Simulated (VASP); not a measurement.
# Ag (Im-3m) in VASP: convergence with k mesh

Aim: find how far k mesh must go before the results for Ag settle, at PBEsol. This setting moves, with any that are tied to it; all else stays.

Program: VASP 6.6.1. These are calculated values, not measurements. Logs are shortened: lines on timing, memory, paths and dates and some standing lists are left out, and cuts for length are marked.

## 1. Starting point

It takes space group Im-3m (No. 229, cubic). Conventional cell: a = 3.311 Å, b = 3.311 Å, c = 3.311 Å, α = 90.00°, β = 90.00°, γ = 90.00°. Ag (site symmetry m-3m) is surrounded by 8 Ag at 2.87 Å.

This isn't the form of Ag at room conditions, which is fcc.

## 2. With k mesh 3 × 3 × 3

INCAR

```
PREC = Accurate
ENCUT = 520
EDIFF = 1E-6
ISMEAR = 1
SIGMA = 0.1
LREAL = False
LASPH = True
NELM = 80
ALGO = Normal
ISIF = 2
LWAVE = False
LCHARG = False
GGA = PS
```

KPOINTS

```
Automatic mesh
0
Gamma
  3 3 3
```

POSCAR

```
Ag
1.0
   -1.6556540000      1.6556540000      1.6556540000
    1.6556540000     -1.6556540000      1.6556540000
    1.6556540000      1.6556540000     -1.6556540000
Ag
1
Direct
    0.0000000000      0.0000000000      0.0000000000
```

Potentials or basis: VASP PAW PBE potentials, release 64 (Ag).

Launch:

```
cat potpaw_PBE.64/Ag/POTCAR > POTCAR
mpirun -np 1 vasp_std > vasp.out
```

Run time: 1.7 s. Hardware: 1 thread of Intel Xeon 6975P-C (Granite Rapids), shared host; peak memory 0.13 GiB.

What came out:

```yaml
Free_energy: -3.5907 eV
Pressure: -10.9 GPa
Band_gap_on_the_k_mesh: none (metal or under the smearing width)
```

## 3. With k mesh 4 × 4 × 4

INCAR is that of step 2.

KPOINTS

```
Automatic mesh
0
Gamma
  4 4 4
```

POSCAR is that of step 2.

Potentials or basis: VASP PAW PBE potentials, release 64 (Ag).

Launch:

```
cat potpaw_PBE.64/Ag/POTCAR > POTCAR
mpirun -np 1 vasp_std > vasp.out
```

Wall time 1.9 s (1 thread of Intel Xeon 6975P-C (Granite Rapids), shared host); peak memory 0.13 GiB.

What came out:

```
Free energy            : -2.9520 eV
Pressure               : -8.8 GPa
Band gap on the k mesh : none (metal or under the smearing width)
```

## 4. With k mesh 5 × 5 × 5

INCAR is that of step 3.

KPOINTS

```
Automatic mesh
0
Gamma
  5 5 5
```

POSCAR is that of step 3.

Launch:

```
cat potpaw_PBE.64/Ag/POTCAR > POTCAR
mpirun -np 1 vasp_std > vasp.out
```

Wall time 1.8 s (1 thread of Intel Xeon 6975P-C (Granite Rapids), shared host); peak memory 0.13 GiB.

What came out:

- Free energy: -3.2515 eV
- Pressure: -7.8 GPa
- Band gap on the k mesh: none (metal or under the smearing width)

## 5. With k mesh 6 × 6 × 6

INCAR is that of step 4.

KPOINTS

```
Automatic mesh
0
Gamma
  6 6 6
```

POSCAR is that of step 4.

Launch:

```
cat potpaw_PBE.64/Ag/POTCAR > POTCAR
mpirun -np 1 vasp_std > vasp.out
```

Wall time 2.9 s (1 thread of Intel Xeon 6975P-C (Granite Rapids), shared host); peak memory 0.13 GiB.

Results:

* Free energy: -3.1429 eV
* Pressure: -7.5 GPa
* Band gap on the k mesh: none (metal or under the smearing width)

## 6. With k mesh 8 × 8 × 8

INCAR is that of step 5.

KPOINTS

```
Automatic mesh
0
Gamma
  8 8 8
```

POSCAR is that of step 5.

Potentials or basis: VASP PAW PBE potentials, release 64 (Ag).

Launch:

```
cat potpaw_PBE.64/Ag/POTCAR > POTCAR
mpirun -np 1 vasp_std > vasp.out
```

It took 3.3 s on 1 thread of Intel Xeon 6975P-C (Granite Rapids), shared host; peak memory 0.13 GiB.

Results:

* Free energy: -3.1872 eV
* Pressure: -7.5 GPa
* Band gap on the k mesh: none (metal or under the smearing width)

## 7. With k mesh 10 × 10 × 10

INCAR is that of step 6.

KPOINTS

```
Automatic mesh
0
Gamma
  10 10 10
```

POSCAR is that of step 6.

Launch:

```
cat potpaw_PBE.64/Ag/POTCAR > POTCAR
mpirun -np 1 vasp_std > vasp.out
```

Run time: 3.2 s. Hardware: 1 thread of Intel Xeon 6975P-C (Granite Rapids), shared host; peak memory 0.14 GiB.

What came out:

| Item | Value |
| --- | --- |
| Free energy | -3.2081 eV |
| Pressure | -7.2 GPa |
| Band gap on the k mesh | none (metal or under the smearing width) |

## 8. With k mesh 13 × 13 × 13

INCAR is that of step 7.

KPOINTS

```
Automatic mesh
0
Gamma
  13 13 13
```

POSCAR is that of step 7.

Launch:

```
cat potpaw_PBE.64/Ag/POTCAR > POTCAR
mpirun -np 1 vasp_std > vasp.out
```

Run time: 4.9 s. Hardware: 1 thread of Intel Xeon 6975P-C (Granite Rapids), shared host; peak memory 0.14 GiB.

Results:

```
Free energy            : -3.2412 eV
Pressure               : -7.4 GPa
Band gap on the k mesh : none (metal or under the smearing width)
```

## 9. With k mesh 15 × 15 × 15

INCAR is that of step 8.

KPOINTS

```
Automatic mesh
0
Gamma
  15 15 15
```

POSCAR is that of step 8.

Potentials or basis: VASP PAW PBE potentials, release 64 (Ag).

Launch:

```
cat potpaw_PBE.64/Ag/POTCAR > POTCAR
mpirun -np 1 vasp_std > vasp.out
```

OUTCAR:

```text
PREC = Accurate
   ENCUT = 520
   EDIFF = 1E-6
   ISMEAR = 1
   LREAL = False
   LASPH = True
   NELM = 80
   ISIF = 2
   GGA = PS

 ion  position               nearest neighbor table
   1  0.000  0.000  0.000-

  LATTYP: Found a body centered cubic cell.
 ALAT       =     3.3113080000

  Lattice vectors:

 A1 = (  -1.6556540000,   1.6556540000,   1.6556540000)
 A2 = (   1.6556540000,  -1.6556540000,   1.6556540000)
 A3 = (   1.6556540000,   1.6556540000,  -1.6556540000)

Analysis of symmetry for initial positions (statically):
=====================================================================
 Subroutine PRICEL returns:
 Original cell was already a primitive cell.

 Routine SETGRP: Setting up the symmetry group for a
 body centered cubic supercell.

 Subroutine GETGRP returns: Found 48 space group operations
 (whereof 48 operations were pure point group operations)
 out of a pool of 48 trial point group operations.

The static configuration has the point symmetry O_h .

Analysis of symmetry for dynamics (positions and initial velocities):
=====================================================================
 Subroutine PRICEL returns:
 Original cell was already a primitive cell.

 Routine SETGRP: Setting up the symmetry group for a
 body centered cubic supercell.

 Subroutine GETGRP returns: Found 48 space group operations
 (whereof 48 operations were pure point group operations)
 out of a pool of 48 trial point group operations.

The dynamic configuration has the point symmetry O_h .

 Subroutine INISYM returns: Found 48 space group operations
 (whereof 48 operations are pure point group operations),
 and found     1 'primitive' translations

----------------------------------------------------------------------------------------

                                     Primitive cell

  volume of cell :      18.1538

  direct lattice vectors                    reciprocal lattice vectors
    -1.655654000  1.655654000  1.655654000     0.000000000  0.301995465  0.301995465
     1.655654000 -1.655654000  1.655654000     0.301995465  0.000000000  0.301995465
     1.655654000  1.655654000 -1.655654000     0.301995465  0.301995465  0.000000000

  length of vectors
     2.867676848  2.867676848  2.867676848     0.427086083  0.427086083  0.427086083

  position of ions in fractional coordinates (direct lattice)
     0.000000000  0.000000000  0.000000000

  ion indices of the primitive-cell ions
   primitive index   ion index
                 1           1

----------------------------------------------------------------------------------------

 KPOINTS: Automatic mesh

Automatic generation of k-mesh.
 Grid dimensions read from file:
 generate k-points for:   15   15   15

 Generating k-lattice:

  Cartesian coordinates                     Fractional coordinates (reciprocal lattice)
     0.000000000  0.020133031  0.020133031     0.066666667  0.000000000  0.000000000
     0.020133031  0.000000000  0.020133031     0.000000000  0.066666667  0.000000000
     0.020133031  0.020133031  0.000000000     0.000000000  0.000000000  0.066666667

  Length of vectors
     0.028472406  0.028472406  0.028472406

  Shift w.r.t. Gamma in fractional coordinates (k-lattice)
     0.000000000  0.000000000  0.000000000

 Subroutine IBZKPT returns following result:
 ===========================================

 Found    120 irreducible k-points:

 Following reciprocal coordinates:
            Coordinates               Weight
  0.000000  0.000000  0.000000      1.000000
  0.066667  0.000000  0.000000     12.000000
  0.133333  0.000000  0.000000     12.000000
  0.200000  0.000000  0.000000     12.000000
  0.266667  0.000000  0.000000     12.000000
  0.333333  0.000000  0.000000     12.000000
[... 16 lines left out ...]
  0.333333  0.200000 -0.000000     48.000000
  0.400000  0.200000 -0.000000     24.000000
 [... further k-points ...]
   k-points           NKPTS =    120   k-points in BZ     NKDIM =    120   number of bands    NBANDS=      9
   number of dos      NEDOS =    301   number of ions     NIONS =      1
   total plane-waves  NPLWV =  13824
   dimension x,y,z NGX =    24 NGY =   24 NGZ =   24
   dimension x,y,z NGXF=    48 NGYF=   48 NGZF=   48
   ions per type =               1
   NGX,Y,Z   is equivalent  to a cutoff of  13.91, 13.91, 13.91 a.u.
   NGXF,Y,Z  is equivalent  to a cutoff of  27.83, 27.83, 27.83 a.u.
 SYSTEM =  unknown system
   PREC   = accura    normal or accurate (medium, high low for compatibility)
   ISTART =      0    job   : 0-new  1-cont  2-samecut
   ICHARG =      2    charge: 1-file 2-atom 10-const
   ISPIN  =      1    spin polarized calculation?
   LNONCOLLINEAR =      F non collinear calculations
   LSORBIT =      F    spin-orbit coupling
   LASPH  =      T    aspherical Exc in radial PAW
   ENCUT  =  520.0 eV  38.22 Ry    6.18 a.u.   5.33  5.33  5.33*2*pi/ulx,y,z
   NELM   =     80;   NELMIN=  2; NELMDL= -5     # of ELM steps
   EDIFF  = 0.1E-05   stopping-criterion for ELM
   LREAL  =      F    real-space projection
   EDIFFG = 0.1E-04   stopping-criterion for IOM
   NSW    =      0    number of steps for IOM
   IBRION =     -1    ionic relax: 0-MD 1-quasi-New 2-CG
   NFREE  =      0    steps in history (QN), initial steepest desc. (CG)
   ISIF   =      2    stress and relaxation
   ISYM   =      2    0-nonsym 1-usesym 2-fastsym
   POTIM  = 0.5000    time-step for ionic-motion
   TEBEG  =    0.0;   TEEND  =   0.0 temperature during run
   PSTRESS=    0.0 pullay stress
   NELECT =      11.0000    total number of electrons
   NUPDOWN=      -1.0000    fix difference up-down
   EMIN   =  10.00;   EMAX   =-10.00  energy-range for DOS
   EFERMI =   0.00;   METHOD = LEGACY
   ISMEAR =     1;   SIGMA  =   0.10  broadening in eV -4-tet -1-fermi 0-gaus
   EFERMI_NEDOS =   21; number of points for ismear=-14 and -15
   IALGO  =     38    algorithm
   IMIX   =      4    mixing-type and parameters
     AMIX     =   0.40;   BMIX     =  1.00
     AMIX_MAG =   1.60;   BMIX_MAG =  1.00
  volume/ion in A,a.u.               =      18.15       122.51
  Fermi-wavevector in a.u.,A,eV,Ry     =   1.385318  2.617871 26.111022  1.919106
  Thomas-Fermi vector in A             =   2.509739
   LORBIT       =      0    0 simple, 1 ext, 2 COOP (PROOUT), +10 PAW based schemes
   GGA     = PS    functional components
   LHFCALC =     F    Hartree Fock is set to
   AEXX    =    0.0000 exact exchange contribution
   IVDW    =     0    specifies the selected vdW correction
   LEPSILON=     F    determine dielectric tensor
   LRPA    =     F    only Hartree local field effects (RPA)
 non-spin polarized calculation
 Methfessel and Paxton  Order N= 1 SIGMA  =   0.10
  energy-cutoff  :      520.00
  volume of cell :       18.15
 maximum number of plane-waves:       497
 NGX is ok and might be reduce to    24
   NGX = 11   NGY = 11   NGZ = 11

 number of electron      11.0000001 magnetization

 Free energy of the ion-electron system (eV)
  ---------------------------------------------------
  ext. energy  EPLUGINS =         0.00000000
  ---------------------------------------------------
  free energy    TOTEN  =        -3.23941298 eV

  energy without entropy =       -3.23856478  energy(sigma->0) =       -3.23913025

 E-fermi :   7.3830     XC(G=0): -12.0411

 val. band max:        7.3730320813   @ k =  -0.4000   0.4667   0.0667
 cond. band min:       7.4182958407   @ k =  -0.3333   0.4000   0.2000
 fundamental gap:      0.0452637593
 Fermi energy:         7.3829634827

 k-point     1 :       0.0000    0.0000    0.0000
  band No.  band energies     occupation
      1       0.0209      2.00000
      2       2.7330      2.00000
      3       2.7330      2.00000
      4       2.7330      2.00000
      5       3.9500      2.00000
      6       3.9500      2.00000
      7      25.1037      0.00000
      8      25.1037      0.00000
      9      25.1037      0.00000

 k-point     2 :       0.0667    0.0000    0.0000
  band No.  band energies     occupation
      1       0.1607      2.00000
      2       2.7002      2.00000
      3       2.7385      2.00000
      4       2.8097      2.00000
      5       3.9144      2.00000
      6       3.9522      2.00000
      7      24.6927      0.00000
      8      25.0433      0.00000
      9      25.1847      0.00000
[... 253 lines left out ...]
 k-point    24 :       0.4000    0.2000   -0.0000
  band No.  band energies     occupation
      1       1.7968      2.00000
      2       2.2433      2.00000
      3       3.3808      2.00000
      4       3.8913      2.00000
      5       4.3033      2.00000
      6       9.5165      0.00000
      7      11.4351      0.00000
      8      16.1574      0.00000
      9      21.0683      0.00000

 [... further k-points ...]

------------------------ aborting loop because EDIFF is reached ----------------------------------------

  FORCE on cell =-STRESS in cart. coord.  units (eV):
  Direction    XX          YY          ZZ          XY          YZ          ZX
  --------------------------------------------------------------------------------------
  -------------------------------------------------------------------------------------
  Total       -0.8417421     -0.8417421     -0.8417421      0.0000000      0.0000000     -0.0000000
  in kB      -74.2883767    -74.2883767    -74.2883767      0.0000000      0.0000000     -0.0000000
  external PRESSURE =     -74.2883767 kB  Pullay stress =       0.0000000 kB

 VOLUME and BASIS-vectors are now :
 -----------------------------------------------------------------------------
  energy-cutoff  :      520.00
  volume of cell :       18.15
      direct lattice vectors                 reciprocal lattice vectors
    -1.655654000  1.655654000  1.655654000     0.000000000  0.301995465  0.301995465
     1.655654000 -1.655654000  1.655654000     0.301995465  0.000000000  0.301995465
     1.655654000  1.655654000 -1.655654000     0.301995465  0.301995465  0.000000000

 POSITION                                       TOTAL-FORCE (eV/Angst)
 -----------------------------------------------------------------------------------
      0.00000      0.00000      0.00000         0.000000     -0.000000     -0.000000
 -----------------------------------------------------------------------------------
    total drift:                               -0.000000      0.000000      0.000000

  FREE ENERGIE OF THE ION-ELECTRON SYSTEM (eV)
  ---------------------------------------------------
  free  energy   TOTEN  =        -3.2394129801 eV

  energy  without entropy=       -3.2385647775  energy(sigma->0) =       -3.23913025
```

OSZICAR:

```text
N       E                     dE             d eps       ncg     rms          rms(c)
DAV:   1     0.432566461161E+02    0.43257E+02   -0.57295E+03  2264   0.109E+03
DAV:   2    -0.320714129856E+01   -0.46464E+02   -0.44428E+02  2208   0.204E+02
DAV:   3    -0.356363457424E+01   -0.35649E+00   -0.35641E+00  2525   0.224E+01
DAV:   4    -0.356443807607E+01   -0.80350E-03   -0.80349E-03  2327   0.984E-01
DAV:   5    -0.356444497232E+01   -0.68963E-05   -0.68962E-05  2350   0.851E-02    0.474E+00
DAV:   6    -0.324981179369E+01    0.31463E+00   -0.16699E+00  2180   0.136E+01    0.296E+00
DAV:   7    -0.324276583385E+01    0.70460E-02   -0.62742E-03  2258   0.923E-01    0.170E+00
DAV:   8    -0.323940160347E+01    0.33642E-02   -0.68513E-04  2298   0.244E-01    0.445E-02
DAV:   9    -0.323940992276E+01   -0.83193E-05   -0.98633E-06  2358   0.301E-02    0.105E-02
DAV:  10    -0.323941302609E+01   -0.31033E-05   -0.19037E-06  2321   0.166E-02    0.177E-03
DAV:  11    -0.323941298014E+01    0.45951E-07   -0.49122E-08  1120   0.247E-03
   1 F= -.32394130E+01 E0= -.32391302E+01  d E =-.848203E-03
```

stdout:

```text
POSCAR found type information on POSCAR Ag
 POSCAR found :  1 types and       1 ions
 scaLAPACK will be used
 -----------------------------------------------------------------------------
|                                                                             |
|                                                                             |
|     You enforced a specific xc type in the INCAR file but a different       |
|     I HOPE YOU KNOW WHAT YOU ARE DOING!                                     |
|                                                                             |
 -----------------------------------------------------------------------------

 LDA part: xc-table for (Slater+PW92), standard interpolation
 POSCAR, INCAR and KPOINTS ok, starting setup
 FFT: planning ... GRIDC
 FFT: planning ... GRID_SOFT
 FFT: planning ... GRID
 WAVECAR not read
 entering main loop
```

It took 6.3 s on 1 thread of Intel Xeon 6975P-C (Granite Rapids), shared host; peak memory 0.15 GiB.

What came out:

| Item | Value |
| --- | --- |
| Free energy | -3.2394 eV |
| Pressure | -7.4 GPa |
| Band gap on the k mesh | none (metal or under the smearing width) |

## 10. The series at a glance

```tsv
k mesh	energy less the tightest run, at zero smearing (meV/atom)	pressure (GPa)	SCF cycles	CPU time (s)	peak memory (GiB)
3 × 3 × 3	-351.13	-10.89	11	1.3	0.13
4 × 4 × 4	289.54	-8.75	11	1.5	0.13
5 × 5 × 5	-10.82	-7.81	11	1.4	0.13
6 × 6 × 6	97.87	-7.49	11	2.4	0.13
8 × 8 × 8	52.79	-7.54	11	2.9	0.13
10 × 10 × 10	31.03	-7.21	11	2.8	0.14
13 × 13 × 13	-1.91	-7.42	11	4.5	0.14
15 × 15 × 15	0.00	-7.43	11	5.9	0.15
```

Against the tightest run, the pressure stays within 0.1 GPa from 13 × 13 × 13 on. Not settled before the last step: the energy (to 1 meV/atom). Meshes of other sizes hit other points, so gaps and Fermi surfaces needn't settle smoothly. The tightest run that finished is the yardstick and may itself not be fully converged.

Caveats: the PAW data sets were made with another functional, which shifts forces and pressure a little.
